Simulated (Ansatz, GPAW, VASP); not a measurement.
Au: 3 runs at one level of theory

```
Au
1.0
     0.00000    2.03500    2.03500
     2.03500    0.00000    2.03500
     2.03500    2.03500    0.00000
Au
1
Direct
  0.00000 0.00000 0.00000
```

Alike in all runs: task single point; functional PBE; k mesh 11 × 11 × 11; occupations gaussian, width 0.026 eV; no spin polarisation; no spin-orbit coupling. Pressure is positive in compression and, in plane waves, holds the error of the finite cutoff.

| program and potentials | plane-wave cutoff (eV) | notes | pressure (GPa) |
| --- | --- | --- | --- |
| VASP, PBE PAW files Au, 520 eV | 520 | - | 10.51 |
| Ansatz, all-electron LAPW, scalar-relativistic | - | - | 10.81 |
| GPAW, GPAW PAW data sets (gpaw-data 1.2.1) | 600 | - | 13.36 |

The pressure spans 10.51 (VASP, PBE PAW files Au, 520 eV) to 13.36 GPa (GPAW, GPAW PAW data sets (gpaw-data 1.2.1)), with all-electron results at 10.81. The cell lies far from this level's equilibrium.

The functional is the same throughout but for its coding, so the spread measures potentials, basis and numerics; runs on potential files found faulty are left out.

All three runs put gold under compression, although the cell edge is close to the measured lattice constant, where the real metal is nearly stress-free. The likely cause is the functional: PBE underbinds the late 5d metals and so favours a larger volume. Holding the atoms at the shorter experimental spacing leaves the repulsion between nearly filled 5d shells insufficiently balanced by the cohesion from the 6s electrons and s-d hybridisation, and the lattice pushes outward.

The VASP value of 10.51 GPa lies close to the all-electron 10.81 GPa, which supports a shared physical origin for most of the pressure, whereas GPAW stands apart at 13.36 GPa. An incomplete plane-wave basis normally lowers the computed pressure, so the excess more probably comes from the data set or its numerical treatment than from the cutoff. Because only one volume was computed, the offset in pressure can't be translated into an error in the equilibrium lattice constant or the bulk modulus.
